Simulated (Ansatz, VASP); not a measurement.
## Nb3C in VASP and in Ansatz

File INCAR:

```
SYSTEM = Nb3C
PREC = Accurate
ENCUT = 520
EDIFF = 1E-7
ISMEAR = 0
SIGMA = 0.1
LREAL = .FALSE.
LASPH = .TRUE.
NELM = 60
ALGO = Normal
ISIF = 2
LWAVE = .FALSE.
LCHARG = .FALSE.
GGA = PE
NBANDS = 30
```

Contents of KPOINTS:

```
regular mesh
0
G
  4 4 4
  0 0 0
```

File POSCAR:

```
Nb3C
1.0
    3.9686306100      0.0000000000      0.0000000000
    0.0000000000      3.9686306100      0.0000000000
    0.0000000000      0.0000000000      3.9686306100
Nb C
3 1
Direct
    0.5000000000      0.5000000000      0.0000000000
    0.5000000000      0.0000000000      0.5000000000
    0.0000000000      0.5000000000      0.5000000000
    0.0000000000      0.0000000000      0.0000000000
```

Input for Ansatz:

```yaml
crystal:
  lattice:
    - [3.96863061, 0.0, 0.0]
    - [0.0, 3.96863061, 0.0]
    - [0.0, 0.0, 3.96863061]
  atoms:
    - { symbol: Nb, position: [0.5, 0.5, 0.0] }
    - { symbol: Nb, position: [0.5, 0.0, 0.5] }
    - { symbol: Nb, position: [0.0, 0.5, 0.5] }
    - { symbol: C, position: [0.0, 0.0, 0.0] }
basis:
  ecutwfc: 420
kpoints:
  mp_grid: { grid: [4, 4, 4] }
hamiltonian:
  xc: pbe
scf:
  occupations: { method: gaussian, width: 0.1 }
  lower_state_search: "off"
output:
  forces: true
  stress: true
  eigenvalues: true
```

Change from the starting cell: species swapped into the NbIr3 type (Pm-3m, No. 221).

Alike in both runs: task single point; functional PBE; k mesh 4 × 4 × 4; occupations gaussian, width 0.1 eV; no spin polarisation.

|  | VASP | Ansatz |
| --- | --- | --- |
| version | VASP 6.6.1 | Ansatz 0.2.0 |
| potentials or method | VASP PAW PBE potentials, release 64 (Nb_sv, C) | scalar-relativistic, plane waves, PAW |
| plane-wave cutoff (eV) | 520 | 420 |
| valence electrons in the cell | 43 | 43 |

Ansatz gave:

```
gap on the k mesh at the Fermi level (eV) : none
pressure (GPa)                            : -10.5
```

Question: What did VASP give for the same quantities?

Answer: gap on the k mesh at the Fermi level (eV): none; pressure (GPa): -10.7.

A gap of «none» marks a metal or a gap that the smearing closes.

Caveats: the k mesh is coarse (spacing up to 0.40 Å⁻¹), so the values aren't converged.
